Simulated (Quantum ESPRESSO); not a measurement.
# 2H-WS2, 1 layer, stepped through the share of short-range exact exchange, part 2 of 3

What law, if any, do the results for 2H-WS2, 1 layer follow against the share of short-range exact exchange?

Quantum ESPRESSO 7.5; plane-wave DFT, PBE, SG15 norm-conserving pseudopotentials.

So far. Step 2 (Variable-cell relaxation of the reference):  The last row is no step: it is a fresh SCF in the final cell with a new plane-wave basis, -0 meV from the row before.

**3. SCF with pw.x, 0**

The self-consistent run of this member.

Level of this step: plane-wave DFT, PBE, SG15 norm-conserving pseudopotentials (Quantum ESPRESSO 7.5).

Input file m0.scf.in:

```
&control
  prefix = 'm0.scf'
  outdir = './out'
  pseudo_dir = './pseudo'
  calculation = 'scf'
  tprnfor = .true.
/
&system
  ibrav = 0
  nat = 3
  ntyp = 2
  ecutwfc = 60
  ecutrho = 240
  occupations = 'fixed'
  nbnd = 23
/
&electrons
  conv_thr = 1e-08
  mixing_beta = 0.6
  electron_maxstep = 120
/
ATOMIC_SPECIES
  S   32.0600  S_ONCV_PBE-1.2.upf
  W   183.8400  W_ONCV_PBE-1.2.upf
CELL_PARAMETERS angstrom
  3.18615781900000 0.00000000000000 0.00000000000000
  -1.59307890900000 2.75929361200000 0.00000000000000
  0.00000000000000 0.00000000000000 18.47562023200000
ATOMIC_POSITIONS crystal
  S   0.333333333300 0.666666666700 0.414857061600
  W   0.000000000000 0.000000000000 0.500000000000
  S   0.333333333300 0.666666666700 0.585142938400
K_POINTS automatic
  9 9 1 0 0 0
```

Command:

```
$ OMP_NUM_THREADS=1 mpirun -n 4 pw.x -nk 4 -in m0.scf.in > m0.scf.out
```

The log of the run:

```text
[banner, memory and clock lines left out]
Program PWSCF v.7.5 starts
[citation notice left out]

[...]
Message from routine setup:
[...]
bravais-lattice index     =            0
     lattice parameter (alat)  =       6.0210  a.u.
     unit-cell volume          =    1096.1269 (a.u.)^3
     number of atoms/cell      =            3
     number of atomic types    =            2
     number of electrons       =        40.00
     number of Kohn-Sham states=           23
     kinetic-energy cutoff     =      60.0000  Ry
     charge density cutoff     =     240.0000  Ry
     scf convergence threshold =      1.0E-08
     mixing beta               =       0.6000
     number of iterations used =            8  plain     mixing
     Exchange-correlation= PBE
                           (   1   4   3   4   0   0   0)

[...]
PseudoPot. # 1 for S  read from file:
     ./pseudo/S_ONCV_PBE-1.2.upf
     Pseudo is Norm-conserving, Zval =  6.0
     Generated using ONCVPSP code by D. R. Hamann
     Using radial grid of  602 points,  4 beta functions with:
                l(1) =   0
                l(2) =   0
                l(3) =   1
                l(4) =   1

     PseudoPot. # 2 for W  read from file:
     ./pseudo/W_ONCV_PBE-1.2.upf
     Pseudo is Norm-conserving, Zval = 28.0
     Generated using ONCVPSP code by D. R. Hamann
     Using radial grid of  602 points,  8 beta functions with:
                l(1) =   0
                l(2) =   0
                l(3) =   1
                l(4) =   1
                l(5) =   2
                l(6) =   2
                l(7) =   3
                l(8) =   3

     atomic species   valence    mass     pseudopotential
     S                 6.00    32.06000     S ( 1.00)
     W                28.00   183.84000     W ( 1.00)

     12 Sym. Ops. (no inversion) found

[...]
number of k points=    12
[...]
Dense  grid:    68867 G-vectors     FFT dimensions: (  30,  30, 180)

     Initial potential from superposition of free atoms

     starting charge      39.9123, renormalised to      40.0000

     negative rho (up, down):  1.202E-04 0.000E+00
     Starting wfcs are random

     per-process dynamical memory:    49.5 Mb

     Self-consistent Calculation

     iteration #  1     ecut=    60.00 Ry     beta= 0.60
     Davidson diagonalization with overlap
     ethr =  1.00E-02,  avg # of iterations = 14.4

     Threshold (ethr) on eigenvalues was too large:
     Diagonalizing with lowered threshold

     Davidson diagonalization with overlap
     ethr =  5.27E-04,  avg # of iterations =  2.0

     negative rho (up, down):  7.173E-06 0.000E+00

     total energy              =    -584.95843039 Ry
     estimated scf accuracy    <       0.19252321 Ry

     iteration #  2     ecut=    60.00 Ry     beta= 0.60
[...]
negative rho (up, down):  4.526E-06 0.000E+00

[...]
total energy              =    -584.93175443 Ry
     estimated scf accuracy    <       0.67155946 Ry

     iteration #  3     ecut=    60.00 Ry     beta= 0.60
[...]
negative rho (up, down):  1.241E-06 0.000E+00

[...]
total energy              =    -585.04572357 Ry
     estimated scf accuracy    <       0.02268192 Ry

     iteration #  4     ecut=    60.00 Ry     beta= 0.60
[...]
total energy              =    -585.04863063 Ry
     estimated scf accuracy    <       0.00117931 Ry

     iteration #  5     ecut=    60.00 Ry     beta= 0.60
[...]
total energy              =    -585.04891282 Ry
     estimated scf accuracy    <       0.00039861 Ry

     iteration #  6     ecut=    60.00 Ry     beta= 0.60
[...]
total energy              =    -585.04894435 Ry
     estimated scf accuracy    <       0.00002198 Ry

     iteration #  7     ecut=    60.00 Ry     beta= 0.60
[...]
total energy              =    -585.04895253 Ry
     estimated scf accuracy    <       0.00001311 Ry

     iteration #  8     ecut=    60.00 Ry     beta= 0.60
[...]
total energy              =    -585.04895418 Ry
     estimated scf accuracy    <       0.00000013 Ry

     iteration #  9     ecut=    60.00 Ry     beta= 0.60
[...]
total energy              =    -585.04895426 Ry
     estimated scf accuracy    <       0.00000024 Ry

     iteration # 10     ecut=    60.00 Ry     beta= 0.60
[...]
End of self-consistent calculation

          k = 0.0000 0.0000 0.0000 (  8673 PWs)   bands (ev):

   -72.9957 -37.2443 -37.0915 -37.0915 -27.1738 -27.1729 -27.1729 -27.1535
   -27.1077 -27.1077 -27.0827 -13.6697 -12.0569  -5.2535  -1.7691  -1.7691
    -1.0533  -0.5470  -0.5470   1.0201   3.9333   3.9334   4.0724

          k = 0.0000 0.1283 0.0000 (  8641 PWs)   bands (ev):

   -72.9938 -37.2373 -37.1304 -37.1005 -27.1731 -27.1726 -27.1724 -27.1549
   -27.1084 -27.1079 -27.0822 -13.4704 -11.9828  -5.0153  -2.2700  -1.6494
    -1.5753  -0.8484  -0.3141   0.9044   3.6490   3.8044   3.9051

[...]
highest occupied, lowest unoccupied level (ev):     1.0543    2.8837

!    total energy              =    -585.04895430 Ry
     estimated scf accuracy    <          3.7E-10 Ry

     The total energy is the sum of the following terms:
     one-electron contribution =   -2711.06987604 Ry
     hartree contribution      =    1358.82009491 Ry
     xc contribution           =     -51.62664886 Ry
     ewald contribution        =     818.82747568 Ry

     convergence has been achieved in  10 iterations

     Forces acting on atoms (cartesian axes, Ry/au):

     atom    1 type  1   force =     0.00000000    0.00000000   -0.00057691
     atom    2 type  2   force =    -0.00000000   -0.00000000    0.00000000
     atom    3 type  1   force =     0.00000000    0.00000000    0.00057691

     Total force =     0.000816     Total SCF correction =     0.000058

[...]
```

Elapsed: 15 s, on 4 MPI ranks of Arm Neoverse V1, shared host; peak memory 0.4 GiB.

This step gave:

```
free energy                          : -7959.9965 eV
valence top, on the run's zero       : 1.054 eV
conduction bottom, on the run's zero : 2.884 eV
gap by band count                    : 1.829 eV
```

**4. Potential by pp.x, 0**

plot_num = 11 writes the bare and Hartree potential, from which vacuum levels or, in a crystal, the mean potential are read.

Input file m0.pot.in:

```
&inputpp
  prefix = 'm0.scf'
  outdir = './out'
  filplot = 'm0.pot.dat'
  plot_num = 11
/
```

Command:

```
$ OMP_NUM_THREADS=1 mpirun -n 4 pp.x -in m0.pot.in > m0.pot.out
```

The log of the run:

```text
[banner, memory and clock lines left out]
Program POST-PROC v.7.5 starts

          URL

     ./out/m0.scf.save/

     IMPORTANT: XC functional enforced from input :
     Exchange-correlation= PBE
                           (   1   4   3   4   0   0   0)
     Any further DFT definition will be discarded
     Please, verify this is what you really want

     Calling punch_plot, plot_num =  11
     Writing data to file  m0.pot.dat
     Message from routine chdens:
     namelist plot not found or invalid, exiting
```

Elapsed: 0.72 s, on 4 MPI ranks; peak memory 0.09 GiB; 2.5 s of CPU time.

Numbers from this step:

* potential in the middle of the vacuum, over the valence top: 5.718 eV

Electrostatic potential energy of an electron; zero at the highest filled level of the SCF mesh. The potential energy, planar mean by z:

| z (Å) | potential energy, planar mean (eV) |
| --- | --- |
| 0 | 5.72 |
| 1 | 5.72 |
| 2 | 5.72 |
| 3 | 5.72 |
| 4 | 5.72 |
| 5 | 5.71 |
| 6 | 5.45 |
| 7 | -0.437 |
| 8 | -12.2 |
| 9 | -21.0 |
| 10 | -6.48 |
| 11 | -17.7 |
| 12 | 4.52 |
| 13 | 5.66 |
| 14 | 5.72 |
| 15 | 5.72 |
| 16 | 5.72 |
| 17 | 5.72 |
| 18 | 5.72 |

**5. Self-consistent run, 0.1**

Level of this step: plane-wave DFT, screened hybrid with 0.1 exact exchange, SG15 norm-conserving pseudopotentials (Quantum ESPRESSO 7.5). input_dft overrides the functional of the files.

m1.scf.in is the input of step 3 with these lines changed:

```diff
@@ -1,3 +1,3 @@
 &control
-  prefix = 'm0.scf'
+  prefix = 'm1.scf'
   outdir = './out'
@@ -15,2 +15,8 @@
   nbnd = 23
+  input_dft = 'hse'
+  exx_fraction = 0.1
+  nqx1 = 3
+  nqx2 = 3
+  nqx3 = 1
+  ecutfock = 60
 /
```

Command:

```
$ OMP_NUM_THREADS=1 mpirun -n 4 pw.x -nk 4 -in m1.scf.in > m1.scf.out
```

The log of the run:

```text
[banner, memory and clock lines left out]
Program PWSCF v.7.5 starts
[...]
Message from routine setup:
[...]
number of electrons       =        40.00
     number of Kohn-Sham states=           23
     kinetic-energy cutoff     =      60.0000  Ry
     charge density cutoff     =     240.0000  Ry
[...]
number of k points=    12
[...]
Dense  grid:    68867 G-vectors     FFT dimensions: (  30,  30, 180)
[...]
negative rho (up, down):  1.202E-04 0.000E+00
     Starting wfcs are random
[...]
negative rho (up, down):  7.173E-06 0.000E+00
[...]
estimated scf accuracy    <       0.19252321 Ry
[...]
negative rho (up, down):  4.526E-06 0.000E+00
[...]
estimated scf accuracy    <       0.67155946 Ry
[...]
negative rho (up, down):  1.241E-06 0.000E+00
[...]
estimated scf accuracy    <       0.02268192 Ry
[...]
estimated scf accuracy    <       0.00117931 Ry
[...]
estimated scf accuracy    <       0.00039861 Ry
[...]
estimated scf accuracy    <       0.00002198 Ry
[...]
estimated scf accuracy    <       0.00001311 Ry
[...]
estimated scf accuracy    <       0.00000013 Ry
[...]
estimated scf accuracy    <       0.00000024 Ry
[...]
highest occupied, lowest unoccupied level (ev):     1.0543    2.8837
!    total energy              =    -585.04895430 Ry
     estimated scf accuracy    <          3.7E-10 Ry
     convergence has been achieved in  10 iterations
[...]
estimated scf accuracy    <       0.00360250 Ry
[...]
estimated scf accuracy    <       0.01682656 Ry
[...]
estimated scf accuracy    <       0.00001515 Ry
[...]
estimated scf accuracy    <       0.00001030 Ry
[...]
estimated scf accuracy    <       0.00000047 Ry
[...]
estimated scf accuracy    <       0.00000014 Ry
[...]
highest occupied, lowest unoccupied level (ev):     0.8106    2.8687
!    total energy              =    -584.55728008 Ry
     estimated scf accuracy    <          1.2E-09 Ry
     convergence has been achieved in   7 iterations
[...]
estimated scf accuracy    <       0.00001042 Ry
[...]
estimated scf accuracy    <       0.00004074 Ry
[...]
estimated scf accuracy    <       0.00000015 Ry
[...]
estimated scf accuracy    <       0.00000003 Ry
[...]
highest occupied, lowest unoccupied level (ev):     0.8093    2.8706
!    total energy              =    -584.55736093 Ry
     estimated scf accuracy    <          6.2E-10 Ry
     convergence has been achieved in   5 iterations
[...]
estimated scf accuracy    <       0.00000003 Ry
[...]
estimated scf accuracy    <       0.00000007 Ry
[...]
highest occupied, lowest unoccupied level (ev):     0.8091    2.8706
!    total energy              =    -584.55736151 Ry
     estimated scf accuracy    <          3.6E-09 Ry
     convergence has been achieved in   3 iterations
[...]
!!   total energy              =    -584.55736151 Ry
[...]
Total force =     0.017850     Total SCF correction =     0.000183
[...]
```

The job ended after 97 s (4 MPI ranks; peak memory 3.6 GiB; 6.5 min of CPU time).

This step gave:

```
free energy                          : -7953.3081 eV
valence top, on the run's zero       : 0.8091 eV
conduction bottom, on the run's zero : 2.871 eV
gap by band count                    : 2.062 eV
```

(Continued in part 3 of 3.)

[Logs are printed without paths, hosts, clocks, repeated set-up lines and the standing remarks that a program may print on its own settings, such as how far it seeks lower states.]

[Hosts, paths, dates, database ids (printed as entryN), source tags and the programs' standing remarks are cut or masked in the printed files.]

[Maps of the electrostatic potential energy from Ansatz leave out the sawtooth potential of an applied field or a dipole correction, so their vacuum need not be flat; planar profiles and work functions include it.]
